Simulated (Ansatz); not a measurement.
# VSi2: the cost of one run

Method: DFT PBE, scalar-relativistic, plane waves, PAW, in Ansatz 0.2.0.

1 further run of the same task is left out (set aside as unsound or not needed).

## (1) The starting structure

Symmetry: I4/mmm, No. 139, tetragonal system. The conventional cell has a = 3.217 Å, b = 3.217 Å, c = 7.873 Å, α = 90.00°, β = 90.00°, γ = 90.00°. Around Si (site symmetry 4mm) lie 5 Si at 2.60 to 2.64 Å and 5 Mo at 2.62 to 2.64 Å. Mo (site symmetry 4/mmm) has 10 Si at 2.62 to 2.64 Å as nearest neighbours.

Coordinates:

```
CELL_PARAMETERS angstrom
-1.60842 1.60842 3.93651
1.60842 -1.60842 3.93651
1.60842 1.60842 -3.93651
ATOMIC_POSITIONS crystal
Si 0.33510 0.33510 0.00000
Si 0.66490 0.66490 0.00000
Mo 0.00000 0.00000 0.00000
```

This cell was relaxed beforehand with the same method: volume 13.58 Å³/atom, gap on the mesh none (metal).

## (2) Mo → V: the starting cell

VSi2 starts from the relaxed positions of Si2Mo, with all lengths scaled by 0.998, a guess from tabulated radii. Atoms that may carry a moment start with parallel spins.

## (3) Probe: one point at the start (VSi2)

input.yaml

```yaml
crystal:
  lattice:
    - [-1.6055699706, 1.6055699706, 3.9295257316]
    - [1.6055699706, -1.6055699706, 3.9295257316]
    - [1.6055699706, 1.6055699706, -3.9295257316]
  atoms:
    - { symbol: Si, position: [0.3350991393, 0.3350991393, 0.0] }
    - { symbol: Si, position: [0.6649008607, 0.6649008607, 0.0] }
    - { symbol: V, position: [0.0, 0.0, 0.0], spin: 2.0 }
basis:
  ecutwfc: 420
kpoints:
  mp_grid: { grid: [8, 8, 8] }
hamiltonian:
  xc: pbe
scf:
  occupations: { method: gaussian, width: 0.1 }
  lower_state_search: "off"
output:
  forces: true
  stress: true
  eigenvalues: true
  populations: true
magnetization:
  spin_polarized: true
```

The run is started by

```sh
ansatz run input.yaml --threads 1 --pin off --max-ram 2560MiB --backend cpu --events-out ev --progress --plain --runs-dir out
```

Q: Estimate wall time and peak memory on 1 thread of Intel Xeon at 2.50GHz (Skylake/Cascade Lake), shared host.

About 23 s, with a peak of 0.4 GiB.
